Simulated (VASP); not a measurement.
Set up this calculation in VASP 6.6.1, as the native input.

* Task: single point
* Functional: PBE
* Dispersion: D3(BJ)
* Potentials or basis: VASP PAW PBE potentials, release 64 (O, C, H)
* Cutoff: 520 eV
* k mesh: 1 × 1 × 1
* Occupations: fermi-dirac, width 0.02 eV
* Spin: no spin polarisation
* Dipole correction: no
* Further INCAR settings: LREAL = Auto; ALGO = Normal; EDIFF = 1e-06; NBANDS = 67

The structure of H6C3O2 lies in POSCAR:

```
H6C3O2
1.0
    7.9973950000      0.0000000000      0.0000000000
    0.0000000000      7.9973950000      0.0000000000
    0.0000000000      0.0000000000      7.9973950000
O C H
6 9 18
Direct
    0.8140525759      0.1488859810      0.5625081667
    0.3283319131      0.7919453772      0.1125616529
    0.6395707602      0.8650566841      0.8261565172
   -0.1650662497      0.5554308622      0.5229577881
    0.4884965667      0.2429541119      0.7561587242
    0.1795834769      0.2106685990     -0.0995949306
    0.8995179055      0.0836397352      0.4709908664
    0.3172783138      0.9108090822      0.1845475933
    0.6194642130      0.8225053283      0.6901497300
    0.1075350161      0.5488412164      0.6642663017
   -0.0015129927      0.6182138059      0.5301351253
    0.5984823808      0.3396230898      1.0240209468
    0.5797637856      0.3809490465      0.8337214806
    0.0017505700      0.3516645108      0.0957561806
    0.1780579801      0.3333335417      0.0259959649
   -0.2405283220      0.6151127961      0.4538978005
   -0.0049391083      0.7542706094      0.5478533948
    0.0613824877      0.5875413181      0.4078453046
    0.2408784360      0.5870661634      0.6522623929
    0.0683597596      0.5882665543      0.7866561549
    0.1164754273      0.4169107566      0.6709434760
    0.4847078330      0.2611975525      0.6374450681
    0.5103786921      0.4988499380      0.8095761182
    0.6994277512      0.3839625278      0.7707134636
    0.6604025436      0.4482584642      1.0871915167
    0.4762550806      0.3344213960      1.0784011544
    0.6559886063      0.2242230126      1.0307356333
    0.2938331794      0.2202342138     -0.1512242424
    0.2427290386      0.4468705122     -0.0190437011
    0.2570837129      0.2808789612      0.1338435828
    0.0141045928      0.4263388266      0.2152075770
   -0.0906170072      0.4158229023      0.0105909487
   -0.0346862947      0.2233102154      0.1063221211
```

The cell was built by a generator and needn't be a form met in nature.

One way to write it, as run:

INCAR

```
SYSTEM = H6C3O2
PREC = Accurate
ENCUT = 520
EDIFF = 1E-6
ISMEAR = -1
SIGMA = 0.02
LREAL = Auto
LASPH = .TRUE.
NELM = 80
ALGO = Normal
ISIF = 2
LWAVE = .FALSE.
LCHARG = .FALSE.
GGA = PE
IVDW = 12
NBANDS = 67
```

KPOINTS

```
Automatic mesh
0
G
  1 1 1
  0 0 0
```

Potentials or basis: VASP PAW PBE potentials, release 64 (O, C, H).

Launch:

```console
$ cat potpaw_PBE.64/O/POTCAR potpaw_PBE.64/C/POTCAR potpaw_PBE.64/H/POTCAR > POTCAR
$ mpirun -np 1 vasp_gam > vasp.out
```

Results of the run:

```
Pressure                   : 1.0 GPa
Largest force              : 3.704 eV/Å
Band gap on the k mesh     : 3.27 eV, direct
Dispersion energy per atom : -0.036 eV
```

Caveat: the standard files for N, O and F lose accuracy on very short bonds.

It took 88 s on 1 thread of Intel(R) Xeon(R) Platinum 8488C (Sapphire Rapids) (shared host), peak memory 0.44 GiB.
